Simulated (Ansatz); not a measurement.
Strain and the gap of NaI (Fm-3m)

NaI (started from an entry of an open crystallographic database), relaxed with r2SCAN in Ansatz. It is cubic, Fm-3m (No. 225); conventional cell a = 6.459 Å, 33.69 Å³ an atom. Na has 6 I at 3.23 Å; I has 6 Na at 3.23 Å.

The axes x, y and z are those of this cell:
```
Na I
1.0
     0.00000    3.22963    3.22963
     3.22963    0.00000    3.22963
     3.22963    3.22963    0.00000
Na I
1 1
Direct
  0.00000 0.00000 0.00000
  0.50000 0.50000 0.50000
```

Unstrained: With PBE the gap is 3.661 eV and direct, at Γ. r2SCAN gives a direct gap of 4.449 eV at Γ. HSE06 gives a direct gap of 4.692 eV at Γ. Meshes: PBE 8×8×8, r2SCAN 8×8×8, HSE06 6×6×6. Strains are changes of length per length, and xy shears are angles. After each strain the atoms were relaxed again with r2SCAN within the symmetry that the strain leaves, so tilts or polar shifts that break it weren't tested; points keep the names that they have in the unstrained zone. Spin-unpolarised throughout; all numbers are computed.

Changes of the least gap in eV (an overlap counts as a negative gap):
```csv
strain,volume change (%),space group,PBE,r2SCAN,HSE06,"energy rise, r2SCAN (meV/atom)"
"xy shear, engineering strain (angle) -5.6 %",-0.1,Immm,-0.143,-0.150,-0.150,2.7
uniaxial +2.78 % along z,+2.8,I4/mmm,-0.090,-0.101,-0.098,2.5
```

Xy shear, engineering strain (angle) -5.6 %. HSE06: the gap goes from 4.692 to 4.542 eV (-0.150 eV); with r2SCAN the top three valence levels at Γ, degenerate before, become 1+1+1 from the top over 256 meV. Stress change with r2SCAN, compression positive: xx +0.03, yy +0.03, zz -0.02, xy +0.46 GPa.

Uniaxial +2.78 % along z, other directions held. HSE06: the gap goes from 4.692 to 4.594 eV (-0.098 eV); with r2SCAN the top three valence levels at Γ, degenerate before, become 1+2 from the top over 29 meV. Stress change with r2SCAN, compression positive: xx -0.21, yy -0.21, zz -0.83 GPa.

Spin-orbit coupling is left out, which matters wherever the heavy atoms make up the band edges.

The meshes of the hybrids are coarse, so their gaps aren't converged to the digits shown.

The splittings at Γ are without spin-orbit coupling, which regroups them where it is of like size or larger.
